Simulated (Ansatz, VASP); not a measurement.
**TePb in VASP and in Ansatz**

INCAR

```
ALGO     = Normal         # electronic algorithm
EDIFF    = 1E-6           # SCF threshold, eV
ENCUT    = 520            # plane-wave cutoff, eV
GGA      = PE             # functional
ISIF     = 2              # what is computed and relaxed
ISMEAR   = 0              # smearing method
LASPH    = True           # aspherical terms in the spheres
LCHARG   = False          # write CHGCAR
LREAL    = False          # projectors in reciprocal space
LWAVE    = False          # write WAVECAR
NBANDS   = 17             # bands
NELM     = 100            # most SCF steps
PREC     = Accurate       # precision mode
SIGMA    = 0.05           # smearing width, eV
```

Contents of KPOINTS:

```
k-points
0
Gamma
  8 8 8
```

File POSCAR:

```
TePb
1.0
    0.0000000000      3.2270000000      3.2270000000
    3.2270000000      0.0000000000      3.2270000000
    3.2270000000      3.2270000000      0.0000000000
Te Pb
1 1
Direct
    0.4651378990      0.5348621010      0.4651378990
    0.0000000000      0.0000000000      0.0000000000
```

Input for Ansatz:

```yaml
crystal:
  lattice:
    - [0.0, 3.227, 3.227]
    - [3.227, 0.0, 3.227]
    - [3.227, 3.227, 0.0]
  atoms:
    - { symbol: Te, position: [0.465137899, 0.534862101, 0.465137899] }
    - { symbol: Pb, position: [0.0, 0.0, 0.0] }
basis:
  ecutwfc: 420
kpoints:
  mp_grid: { grid: [8, 8, 8] }
hamiltonian:
  xc: pbe
scf:
  occupations: { method: gaussian, width: 0.05 }
output:
  forces: true
  stress: true
  eigenvalues: true
```

Alike in both runs: task single point; functional PBE; k mesh 8 × 8 × 8; occupations gaussian, width 0.05 eV; no spin polarisation.

|  | VASP | Ansatz |
| --- | --- | --- |
| version | VASP 6.6.1 | Ansatz 0.2.0 |
| potentials or method | VASP PAW PBE potentials, release 64 (Te, Pb_d) | scalar-relativistic, plane waves, PAW |
| plane-wave cutoff (eV) | 520 | 420 |
| valence electrons in the cell | 20 | 30 |

```tsv
	VASP	Ansatz	Ansatz less VASP
gap on the k mesh at the Fermi level (eV)	0.97	0.97	-0.007
least direct gap on the mesh (eV)	0.97	0.97	-0.007
pressure (GPa)	2.9	2.9	+0.05
largest component of the traceless stress (GPa)	1.37	1.36	-0.010
rms of the force components (eV/Å)	0.185	0.183	-0.0022
```

Atom by atom the forces differ by 0.002 eV/Å (rms over components). With one functional, cell and mesh, what is left measures potentials, basis and numerics. The two sets of potentials don't hold the same shells in valence.

Caveats: spin-orbit coupling is left out, which as a rule narrows the gap of such compounds by several tenths of an eV. A k mesh can miss the band edges.
